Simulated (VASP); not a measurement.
Set up this calculation in VASP 6.6.1, as the native input.

```yaml
Task: single point
Functional: PBE
Potentials_or_basis: VASP PAW PBE potentials, release 64 (Mg)
Cutoff: 520 eV
k_mesh: 10 × 10 × 5
Occupations: gaussian, width 0.028 eV
Spin: no spin polarisation
Further_INCAR_settings: ALGO = Normal; EDIFF = 1e-07; NBANDS = 9
```

The structure of Mg lies in POSCAR:

```
Mg
1.0
    3.2093000000      0.0000000000      0.0000000000
   -1.6046500000      2.7793353284      0.0000000000
    0.0000000000      0.0000000000      5.2103000000
Mg
2
Direct
    0.6666666667      0.3333333333      0.7500000000
    0.3333333333      0.6666666667      0.2500000000
```

One way to write it, as run:

INCAR

```
SYSTEM = Mg
ALGO = Normal
EDIFF = 1E-7
ENCUT = 520
GGA = PE
ISIF = 2
ISMEAR = 0
LASPH = .True.
LCHARG = .False.
LREAL = .False.
LWAVE = .False.
NBANDS = 9
NELM = 60
PREC = Accurate
SIGMA = 0.028000000000000004
```

KPOINTS

```
k-points
0
Gamma
  10 10 5
  0 0 0
```

Potentials or basis: VASP PAW PBE potentials, release 64 (Mg).

Run with:

```sh
$ cat potpaw_PBE.64/Mg/POTCAR > POTCAR
$ mpirun -np 1 vasp_std > vasp.out
```

Results of the run:

| Property | Result |
| --- | --- |
| Pressure | -0.6 GPa |
| Band gap on the k mesh | none (metal or under the smearing width) |

It took 4.7 s on 1 thread of Intel(R) Xeon(R) 6975P-C (Granite Rapids) (shared host), peak memory 0.16 GiB.
